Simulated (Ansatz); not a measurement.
A trial cell of InAs, before relaxation:

```cif
data_structure
_symmetry_space_group_name_H-M 'P6_222'
_symmetry_Int_Tables_number 180
_cell_length_a 4.1709
_cell_length_b 4.1709
_cell_length_c 9.1343
_cell_angle_alpha 90.000
_cell_angle_beta 90.000
_cell_angle_gamma 120.000
_cell_volume 137.61
loop_
_atom_site_label
_atom_site_type_symbol
_atom_site_symmetry_multiplicity
_atom_site_Wyckoff_symbol
_atom_site_fract_x
_atom_site_fract_y
_atom_site_fract_z
_atom_site_occupancy
In1 In 3 d 0.00000 0.50000 0.16667 1
As1 As 3 c 0.50000 0.50000 0.33333 1
```

The calculation used Ansatz, DFT PBE, scalar-relativistic, plane waves, PAW. Cutoff 420 eV, Gaussian smearing, Γ-centred meshes. Cell and atoms relax first on a coarse mesh and then on a converged one. In between, the cell is made exact in the group found at 0.06 Å. The steps can't lower the symmetry of their start. No spin polarisation.

A guess keeps its type if space group and coordination stay and the shape of the cell changes little (axis ratios within about 15 %, angles within 6°); the volume may change.

Problem. Does this structure survive the relaxation?

Solution. It keeps its type. The symmetry stays P6_222 (No. 180). The volume per atom grows by 15.8 %, from 22.9 to 26.5 Å³. The shortest distance goes from 2.58 Å (In–As) to 2.71 Å (In–As). The ratio c/a of the conventional cell changes by a factor of 1.01. Counting neighbours within 15 % of an atom's shortest distance, the start has As 4, In 4 and the end As 4, In 4.

The zero of energy is the elements' standard structures at the same level; no fitted shifts are applied.

Problem. At what energy does it end?

Solution. −0.096 eV/atom. Whether it is stable depends on the other phases of the system, which aren't compared here.

The last run used a 12×12×4 mesh (in the run's order of axes) for its 6-atom cell and Gaussian smearing of 0.01 eV. The reference form of As is held partly by dispersion forces, which this level lacks. A structure relaxed within its symmetry needn't be a true minimum.
